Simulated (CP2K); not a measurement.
Write the native input for CP2K 2026.2 that does the following.

```
Task                                   : band structure
Functional                             : PBEsol
Potentials or basis                    : POTENTIAL_UZH Se GTH-PBE-q6, Zn GTH-PBE-q12; TZVP-MOLOPT-PBE-GTH basis
Density cutoff                         : 6123 eV
k mesh                                 : 8 × 8 × 8
Occupations                            : fermi-dirac, width 0.0259 eV
Spin                                   : no spin polarisation
SCF solver                             : diagonalisation with k points
Quickstep method                       : GPW
EPS_DEFAULT                            : 1.0E-10
EPS_SCF                                : 1.0E-6
MAX_SCF                                : 100
SCF_GUESS                              : ATOMIC
k points reduced by the point group    : yes
Mesh centred on Gamma                  : yes
CHOLESKY                               : OFF
EPS_EIGVAL                             : 1.0E-7
MIXING METHOD                          : BROYDEN_MIXING
MIXING ALPHA                           : 0.4
NBUFFER                                : 8
NGRIDS                                 : 4
Basis sets                             : Se TZVP-MOLOPT-PBE-GTH-q6, Zn TZVP-MOLOPT-PBE-GTH-q12
Potentials                             : Se GTH-PBE-q6 of POTENTIAL_UZH, Zn GTH-PBE-q12 of POTENTIAL_UZH
ADDED_MOS                              : [10]
Points a segment of the path (NPOINTS) : 6
Bands added on the path                : 4
REL_CUTOFF (Ry)                        : 60 Ry
MIXING BETA (1/bohr)                   : 1.5 1/bohr
CUTOFF of the grids                    : 450 Ry
```

The system is ZnSe (Stilleite).

```
Se Zn
1.0
     4.00760    0.00000    0.00000
     2.00380    3.47068    0.00000
     2.00380    1.15689    3.27219
Se Zn
1 1
Direct
  0.75000 0.75000 0.75000
  0.00000 0.00000 0.00000
```

The input as run:

znse_bands.inp

```
&GLOBAL
  PROJECT znse_bands
  RUN_TYPE ENERGY_FORCE
  PRINT_LEVEL LOW
&END GLOBAL
&FORCE_EVAL
  METHOD QS
  STRESS_TENSOR ANALYTICAL
  &DFT
    BASIS_SET_FILE_NAME BASIS_MOLOPT_UZH
    POTENTIAL_FILE_NAME POTENTIAL_UZH
    &MGRID
      CUTOFF 450
      REL_CUTOFF 60
      NGRIDS 4
    &END MGRID
    &QS
      METHOD GPW
      EPS_DEFAULT 1.0E-10
    &END QS
    &KPOINTS
      SCHEME MONKHORST-PACK 8 8 8
      GAMMA_CENTERED T
      SYMMETRY T
      SYMMETRY_BACKEND SPGLIB
    &END KPOINTS
    &SCF
      SCF_GUESS ATOMIC
      EPS_SCF 1.0E-6
      MAX_SCF 100
      ADDED_MOS 10
      CHOLESKY OFF
      EPS_EIGVAL 1.0E-7
      &DIAGONALIZATION ON
        ALGORITHM STANDARD
      &END DIAGONALIZATION
      &MIXING ON
        METHOD BROYDEN_MIXING
        ALPHA 0.4
        BETA 1.5
        NBUFFER 8
      &END MIXING
      &SMEAR ON
        METHOD FERMI_DIRAC
        ELECTRONIC_TEMPERATURE 300.56
      &END SMEAR
    &END SCF
    &XC
      &XC_FUNCTIONAL
        &GGA_X_PBE_SOL
        &END GGA_X_PBE_SOL
        &GGA_C_PBE_SOL
        &END GGA_C_PBE_SOL
      &END XC_FUNCTIONAL
    &END XC
    &PRINT
      &KPOINTS ON
      &END KPOINTS
      &MULLIKEN ON
      &END MULLIKEN
      &MO ON
        ENERGIES T
        OCCUPATION_NUMBERS T
        &EACH
          QS_SCF 0
        &END EACH
        ADD_LAST NUMERIC
      &END MO
      &BAND_STRUCTURE
        FILE_NAME bands.bs
        ADDED_MOS 4
        &KPOINT_SET
          UNITS B_VECTOR
          NPOINTS 6
          SPECIAL_POINT GAMMA 0.00000000 0.00000000 0.00000000
          SPECIAL_POINT X 0.50000000 0.00000000 0.50000000
          SPECIAL_POINT W 0.50000000 0.25000000 0.75000000
          SPECIAL_POINT K 0.37500000 0.37500000 0.75000000
          SPECIAL_POINT GAMMA 0.00000000 0.00000000 0.00000000
          SPECIAL_POINT L 0.50000000 0.50000000 0.50000000
          SPECIAL_POINT U 0.62500000 0.25000000 0.62500000
          SPECIAL_POINT W 0.50000000 0.25000000 0.75000000
          SPECIAL_POINT L 0.50000000 0.50000000 0.50000000
          SPECIAL_POINT K 0.37500000 0.37500000 0.75000000
        &END KPOINT_SET
        &KPOINT_SET
          UNITS B_VECTOR
          NPOINTS 6
          SPECIAL_POINT U 0.62500000 0.25000000 0.62500000
          SPECIAL_POINT X 0.50000000 0.00000000 0.50000000
        &END KPOINT_SET
      &END BAND_STRUCTURE
    &END PRINT
  &END DFT
  &SUBSYS
    &CELL
      A 4.0075983931 0.0000000000 0.0000000000
      B 2.0037991965 3.4706820165 0.0000000000
      C 2.0037991965 1.1568940055 3.2721903857
      PERIODIC XYZ
    &END CELL
    &COORD
      Se  6.0113975896 3.4706820165 2.4541427893
      Zn  0.0000000000 0.0000000000 0.0000000000
    &END COORD
    &KIND Se
      BASIS_SET TZVP-MOLOPT-PBE-GTH-q6
      POTENTIAL GTH-PBE-q6
    &END KIND
    &KIND Zn
      BASIS_SET TZVP-MOLOPT-PBE-GTH-q12
      POTENTIAL GTH-PBE-q12
    &END KIND
    &PRINT
      &ATOMIC_COORDINATES ON
      &END ATOMIC_COORDINATES
      &CELL ON
      &END CELL
      &SYMMETRY ON
      &END SYMMETRY
    &END PRINT
  &END SUBSYS
  &PRINT
    &FORCES ON
    &END FORCES
    &STRESS_TENSOR ON
    &END STRESS_TENSOR
  &END PRINT
&END FORCE_EVAL
```

Potentials or basis: POTENTIAL_UZH Se GTH-PBE-q6, Zn GTH-PBE-q12; TZVP-MOLOPT-PBE-GTH basis.

The run is started by

```console
$ OMP_NUM_THREADS=1 cp2k.psmp -i znse_bands.inp -o znse_bands.out
```

It gave:

```
Pressure                : 0.0 GPa
Band gap on the k mesh  : 1.08 eV, direct
Band gap along the path : 1.08 eV, direct
Mulliken charges        : Se +0.09; Zn -0.09 e
```

Caveat: Mulliken charges move with the basis; the potentials were made for another functional, which shifts forces and pressure; the basis of atomic orbitals isn't converged, which shifts pressures, moduli and gaps.

Wall time 45 s on 1 thread of Intel(R) Xeon(R) 6975P-C (Granite Rapids), with other jobs on the host, peak memory 0.38 GiB.
